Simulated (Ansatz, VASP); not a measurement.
**BN in VASP and in Ansatz**

```
CELL_PARAMETERS angstrom
2.55394 0.00000 0.00000
-1.27697 2.21178 0.00000
0.00000 0.00000 4.22685
ATOMIC_POSITIONS crystal
B 0.66667 0.33333 0.99972
B 0.33333 0.66667 0.49972
N 0.66667 0.33333 0.62528
N 0.33333 0.66667 0.12528
```

Measurements of this composition are mostly on another form, of space group No. 194.

Alike in both runs: task single point; functional LDA; k mesh 9 × 9 × 4; occupations gaussian, width 0.1 eV; no spin polarisation.

|  | VASP | Ansatz |
| --- | --- | --- |
| version | VASP 6.6.1 | Ansatz 0.2.0 |
| potentials or method | VASP PAW LDA potentials, release 64 (B, N) | scalar-relativistic, plane waves, PAW |
| plane-wave cutoff (eV) | 520 | 600 |
| valence electrons in the cell | 16 | 16 |

|  | VASP | Ansatz | Ansatz less VASP |
| --- | --- | --- | --- |
| gap on the k mesh at the Fermi level (eV) | 4.96 | 4.98 | +0.019 |
| least direct gap on the mesh (eV) | 8.10 | 8.10 | +0.005 |
| pressure (GPa) | -12.9 | -13.9 | -0.99 |
| largest component of the traceless stress (GPa) | 0.29 | 0.28 | -0.012 |
| rms of the force components (eV/Å) | 0.012 | 0.014 | +0.0020 |

Atom by atom the forces differ by 0.002 eV/Å (rms over components). Ansatz warned: «pseudo_functional_mismatch».

Caveats: an odd mesh through Γ misses points on the zone boundary, where band edges often lie. A hybrid or GW would open this gap; LDA tends to underestimate it.
